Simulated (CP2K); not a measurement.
# MgO in CP2K: the effect of functional

The system is MgO.

```
Mg O
1.0
     2.96561    0.00000    0.00000
     1.48280    2.56829    0.00000
     1.48280    0.85610    2.42141
Mg O
1 1
Direct
  0.00000 0.00000 0.00000
  0.50000 0.50000 0.50000
```

The cell is a database's computed one.

Alike in all runs:

```yaml
Program: CP2K 2026.2
Task: band structure
Potentials_or_basis: POTENTIAL_UZH Mg GTH-PBE-q10, O GTH-PBE-q6; TZVP-MOLOPT-PBE-GTH basis
Density_cutoff: 19048 eV
k_mesh: 11 × 11 × 11
Occupations: fermi-dirac, width 0.05 eV
Spin: no spin polarisation
```

One run gave: gap on the mesh 4.82 eV; pressure 10.9 GPa. Which functional did it use?
A. rev-vdW-DF2
B. TPSS
C. BLYP
D. LDA
E. PBE

E.

```tsv
functional	gap on the mesh (eV)	pressure (GPa)
PBEsol	4.68	7.0
PBE	4.82	10.9
LDA	4.56	1.8
BLYP	5.04	13.4
rev-vdW-DF2	4.84	8.3
vdW-DF2	5.08	13.8
TPSS	5.00	9.4
```

Caveats: the basis of atomic orbitals isn't converged, which shifts pressures, moduli and gaps; the potentials were made for another functional, which shifts forces and pressure (some runs); the real-space grid breaks the cell's symmetry a little (some runs).

A k mesh can miss the band edges.

Not every run made on this cell is shown here.
